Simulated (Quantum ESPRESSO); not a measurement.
# NiO (Pm-3m) in Quantum ESPRESSO: single point with B86bPBE

Aim: the single point of NiO with B86bPBE.

Program: Quantum ESPRESSO 7.5. These are calculated values, not measurements. Logs are shortened: lines on timing, memory, paths and dates and some standing lists are left out, and cuts for length are marked.

**1. The undisturbed crystal**

Symmetry: Pm-3m, No. 221, cubic system. Conventional cell: a = 2.505 Å, b = 2.505 Å, c = 2.505 Å, α = 90.00°, β = 90.00°, γ = 90.00°. Around Ni (site symmetry m-3m) lie 8 O at 2.17 Å. O (site symmetry m-3m) is surrounded by 8 Ni at 2.17 Å.

Measurements of this composition are mostly on another form, of space group No. 225.

**2. Single point, B86bPBE (atoms moved at random, drawn with an rms of 0.1 Å)**

The input, pw.in:

```
&CONTROL
  calculation = 'scf'
  prefix = 'pwscf'
  outdir = './tmp'
  pseudo_dir = './pseudo'
  tprnfor = .true.
  tstress = .true.
  disk_io = 'low'
/
&SYSTEM
  ibrav = 0
  nat = 2
  ntyp = 2
  ecutwfc = 70
  nbnd = 19
  input_dft = 'b86bpbe'
  occupations = 'smearing'
  smearing = 'fd'
  degauss = 0.00367493
/
&ELECTRONS
  conv_thr = 4d-10
  electron_maxstep = 120
  mixing_beta = 0.5
  diagonalization = 'cg'
  startingwfc = 'atomic'
/
ATOMIC_SPECIES
Ni    58.6934 28_Ni_18_1.7_2.2_pbe_n_v1.0.upf
O     15.9990 08_O_6_1.2_1.4_pbe_n_v1.0.upf
CELL_PARAMETERS angstrom
   2.5046153800    0.0000000000    0.0000000000
   0.0000000000    2.5046153800    0.0000000000
   0.0000000000    0.0000000000    2.5046153800
ATOMIC_POSITIONS crystal
Ni     0.0088300000   -0.0081690000   -0.0019200000
O      0.5136970000    0.4937510000    0.4995840000
K_POINTS automatic
6 6 6 0 0 0
```

The input, scf2.in:

```
&CONTROL
  calculation = 'scf'
  prefix = 'pwscf'
  outdir = './tmp'
  pseudo_dir = './pseudo'
  tprnfor = .true.
  tstress = .true.
  disk_io = 'low'
/
&SYSTEM
  ibrav = 0
  nat = 2
  ntyp = 2
  ecutwfc = 70
  nbnd = 19
  input_dft = 'b86bpbe'
  occupations = 'smearing'
  smearing = 'fd'
  degauss = 0.00367493
/
&ELECTRONS
  conv_thr = 1d-11
  electron_maxstep = 120
  mixing_beta = 0.5
  diagonalization = 'cg'
  startingwfc = 'file'
  startingpot = 'file'
/
ATOMIC_SPECIES
Ni    58.6934 28_Ni_18_1.7_2.2_pbe_n_v1.0.upf
O     15.9990 08_O_6_1.2_1.4_pbe_n_v1.0.upf
CELL_PARAMETERS angstrom
   2.5046153800    0.0000000000    0.0000000000
   0.0000000000    2.5046153800    0.0000000000
   0.0000000000    0.0000000000    2.5046153800
ATOMIC_POSITIONS crystal
Ni     0.0088300000   -0.0081690000   -0.0019200000
O      0.5136970000    0.4937510000    0.4995840000
K_POINTS automatic
6 6 6 0 0 0
```

Potentials or basis: SPMS 1.0 PBE.

Run with:

```
$ OMP_NUM_THREADS=1 pw.x -in pw.in > pw.out
$ OMP_NUM_THREADS=1 pw.x -in scf2.in > scf2.out
```

pw.out:

```text
This program is part of the open-source Quantum ESPRESSO suite
     for quantum simulation of materials; please cite
         "P. Giannozzi et al., J. Phys.:Condens. Matter 21 395502 (2009);
         "P. Giannozzi et al., J. Phys.:Condens. Matter 29 465901 (2017);
         "P. Giannozzi et al., J. Chem. Phys. 152 154105 (2020);
     in publications or presentations arising from this work. More details at

     IMPORTANT: XC functional enforced from input :
     Exchange-correlation= B86BPBE
                           (   1   4  22   4   0   0   0)
     Any further DFT definition will be discarded
     Please, verify this is what you really want

     G-vector sticks info
     --------------------
     sticks:   dense  smooth     PW     G-vecs:    dense   smooth      PW
     Sum         497     497    161                 8385     8385    1551

     Using Slab Decomposition

     bravais-lattice index     =            0
     lattice parameter (alat)  =       4.7330  a.u.
     unit-cell volume          =     106.0278 (a.u.)^3
     number of atoms/cell      =            2
     number of atomic types    =            2
     number of electrons       =        24.00
     number of Kohn-Sham states=           19
     kinetic-energy cutoff     =      70.0000  Ry
     charge density cutoff     =     280.0000  Ry
     scf convergence threshold =      4.0E-10
     mixing beta               =       0.5000
     number of iterations used =            8  plain     mixing
     Exchange-correlation= B86BPBE
                           (   1   4  22   4   0   0   0)

     celldm(1)=   4.733037  celldm(2)=   0.000000  celldm(3)=   0.000000
     celldm(4)=   0.000000  celldm(5)=   0.000000  celldm(6)=   0.000000

     crystal axes: (cart. coord. in units of alat)
               a(1) = (   1.000000   0.000000   0.000000 )
               a(2) = (   0.000000   1.000000   0.000000 )
               a(3) = (   0.000000   0.000000   1.000000 )

     reciprocal axes: (cart. coord. in units 2 pi/alat)
               b(1) = (  1.000000  0.000000  0.000000 )
               b(2) = (  0.000000  1.000000  0.000000 )
               b(3) = (  0.000000  0.000000  1.000000 )

     PseudoPot. # 1 for Ni read from file:
     28_Ni_18_1.7_2.2_pbe_n_v1.0.upf
     Pseudo is Norm-conserving + core correction, Zval = 18.0
     Generated using ONCVPSP code by D. R. Hamann
     Using radial grid of 1370 points,  6 beta functions with:
                l(1) =   0
                l(2) =   0
                l(3) =   1
                l(4) =   1
                l(5) =   2
                l(6) =   2

     PseudoPot. # 2 for O  read from file:
     08_O_6_1.2_1.4_pbe_n_v1.0.upf
     Pseudo is Norm-conserving + core correction, Zval =  6.0
     Generated using ONCVPSP code by D. R. Hamann
     Using radial grid of  934 points,  5 beta functions with:
                l(1) =   0
                l(2) =   0
                l(3) =   1
                l(4) =   1
                l(5) =   2

     atomic species   valence    mass     pseudopotential
     Ni               18.00    58.69340     Ni( 1.00)
     O                 6.00    15.99900     O ( 1.00)

     No symmetry found

   Cartesian axes

     site n.     atom                  positions (alat units)
         1        Ni     tau(   1) = (   0.0088300  -0.0081690  -0.0019200  )
         2        O      tau(   2) = (   0.5136970   0.4937510   0.4995840  )

     number of k points=   112  Fermi-Dirac smearing, width (Ry)=  0.0037

     Number of k-points >= 100: set verbosity='high' to print them.

     Dense  grid:     8385 G-vectors     FFT dimensions: (  25,  25,  25)

     Check: negative core charge=   -0.000007

     Initial potential from superposition of free atoms

     starting charge      23.9998, renormalised to      24.0000
     Starting wfcs are   14 atomic +    5 random wfcs

     Self-consistent Calculation

     iteration #  1     ecut=    70.00 Ry     beta= 0.50
     CG style diagonalization
     ethr =  1.00E-02,  avg # of iterations =  3.9

     Threshold (ethr) on eigenvalues was too large:
     Diagonalizing with lowered threshold

     CG style diagonalization
     ethr =  3.97E-04,  avg # of iterations =  2.5

     total energy              =    -345.58924747 Ry
     estimated scf accuracy    <       0.06812098 Ry

     iteration #  2     ecut=    70.00 Ry     beta= 0.50
     CG style diagonalization
     ethr =  2.84E-04,  avg # of iterations =  3.2

     total energy              =    -345.59618644 Ry
     estimated scf accuracy    <       0.02681115 Ry

     iteration #  3     ecut=    70.00 Ry     beta= 0.50
     CG style diagonalization
     ethr =  1.12E-04,  avg # of iterations =  3.1

     total energy              =    -345.60208741 Ry
     estimated scf accuracy    <       0.03195908 Ry

     iteration #  4     ecut=    70.00 Ry     beta= 0.50
     CG style diagonalization
     ethr =  1.12E-04,  avg # of iterations =  3.0

     total energy              =    -345.60538852 Ry
     estimated scf accuracy    <       0.00070360 Ry

     iteration #  5     ecut=    70.00 Ry     beta= 0.50
     CG style diagonalization
     c_bands:  1 eigenvalues not converged
     ethr =  2.93E-06,  avg # of iterations =  4.3

     total energy              =    -345.60553135 Ry
     estimated scf accuracy    <       0.00097223 Ry

     iteration #  6     ecut=    70.00 Ry     beta= 0.50
     CG style diagonalization
     ethr =  2.93E-06,  avg # of iterations =  3.0

     total energy              =    -345.60553458 Ry
     estimated scf accuracy    <       0.00010738 Ry

     iteration #  7     ecut=    70.00 Ry     beta= 0.50
     CG style diagonalization
     ethr =  4.47E-07,  avg # of iterations =  4.0

     total energy              =    -345.60559126 Ry
     estimated scf accuracy    <       0.00039176 Ry

     iteration #  8     ecut=    70.00 Ry     beta= 0.50
     CG style diagonalization
     ethr =  4.47E-07,  avg # of iterations =  3.2

     total energy              =    -345.60559715 Ry
     estimated scf accuracy    <       0.00008902 Ry

     iteration #  9     ecut=    70.00 Ry     beta= 0.50
     CG style diagonalization
     ethr =  3.71E-07,  avg # of iterations =  3.0

     total energy              =    -345.60557854 Ry
     estimated scf accuracy    <       0.00003956 Ry
[... 68 lines left out ...]
     total energy              =    -345.60559215 Ry
     estimated scf accuracy    <          1.1E-09 Ry

     iteration # 20     ecut=    70.00 Ry     beta= 0.50
     CG style diagonalization
     ethr =  4.45E-12,  avg # of iterations =  3.0

     total energy              =    -345.60559215 Ry
     estimated scf accuracy    <          1.3E-09 Ry

     iteration # 21     ecut=    70.00 Ry     beta= 0.50
     CG style diagonalization
     ethr =  4.45E-12,  avg # of iterations =  3.0

     total energy              =    -345.60559215 Ry
     estimated scf accuracy    <          1.8E-09 Ry

     iteration # 22     ecut=    70.00 Ry     beta= 0.50
     CG style diagonalization
     ethr =  4.45E-12,  avg # of iterations =  3.2

     End of self-consistent calculation

     Number of k-points >= 100: set verbosity='high' to print the bands.

     the Fermi energy is    18.5148 ev

!    total energy              =    -345.60559215 Ry
     estimated scf accuracy    <          2.1E-10 Ry
     smearing contrib. (-TS)   =      -0.00141992 Ry
     internal energy E=F+TS    =    -345.60417223 Ry

     The total energy is F=E-TS. E is the sum of the following terms:
     one-electron contribution =    -127.95600343 Ry
     hartree contribution      =      80.84838423 Ry
     xc contribution           =     -46.09374569 Ry
     ewald contribution        =    -252.40280734 Ry

     convergence has been achieved in  22 iterations

     Forces acting on atoms (cartesian axes, Ry/au):

     atom    1 type  1   force =     0.00068156    0.00033875    0.00023529
     atom    2 type  2   force =    -0.00068156   -0.00033875   -0.00023529

     Total force =     0.001127     Total SCF correction =     0.000000

     Computing stress (Cartesian axis) and pressure

          total   stress  (Ry/bohr**3)                   (kbar)     P=      218.54
   0.00148538   0.00000030   0.00000024          218.51        0.04        0.03
   0.00000030   0.00148576   0.00000009            0.04      218.56        0.01
   0.00000024   0.00000009   0.00148575            0.03        0.01      218.56

=------------------------------------------------------------------------------=
   JOB DONE.
=------------------------------------------------------------------------------=
```

It took 58 s on 1 thread of Arm Neoverse V2, shared host; peak memory 0.09 GiB.

Results:

```
Free energy            : -4702.2036 eV
Largest force          : 0.020 eV/Å
Band gap on the k mesh : none (metal or under the smearing width)
```

Forces in eV/Å, atoms in the order of the input:
```
Ni   0.018  0.009  0.006
O   -0.018 -0.009 -0.006
```

Levels at points of the mesh, in eV from the Fermi level:
```tsv
k point	band 9	band 10	band 11	band 12	band 13	band 14	band 15	band 16
(0.00, 0.00, 0.00)	-2.85	-2.84	-0.84	-0.84	-0.84	2.09	16.87	16.88
(0.00, 0.00, -0.50)	-2.86	-0.74	-0.29	0.81	0.81	7.64	9.62	17.62
(0.00, -0.50, -0.50)	-1.83	-1.53	-1.53	-1.52	-0.12	6.93	12.82	12.82
(-0.50, -0.50, -0.50)	-0.08	-0.08	1.04	1.04	1.04	7.69	7.69	7.69
(-0.50, 0.00, 0.00)	-2.86	-0.74	-0.29	0.81	0.81	7.64	9.62	17.62
(0.00, -0.50, 0.00)	-2.86	-0.74	-0.29	0.81	0.81	7.64	9.62	17.62
(-0.50, 0.00, 0.50)	-1.83	-1.53	-1.53	-1.51	-0.12	6.93	12.82	12.82
(-0.50, 0.50, 0.00)	-1.83	-1.53	-1.53	-1.51	-0.12	6.93	12.82	12.82
```

Caveat: the k mesh is coarse (spacing up to 0.42 Å⁻¹), so the values aren't converged; the potentials were made for another functional, which shifts forces and pressure; the cutoff is too short for stress, so the log's stress isn't used; the run has no spin polarisation, though such a crystal can be magnetic; semilocal functionals often make such compounds metallic where correlation or magnetic order opens a gap, which also shifts bond lengths. Spin polarisation is off, so any magnetic state and its effect on volume and gap are missing.
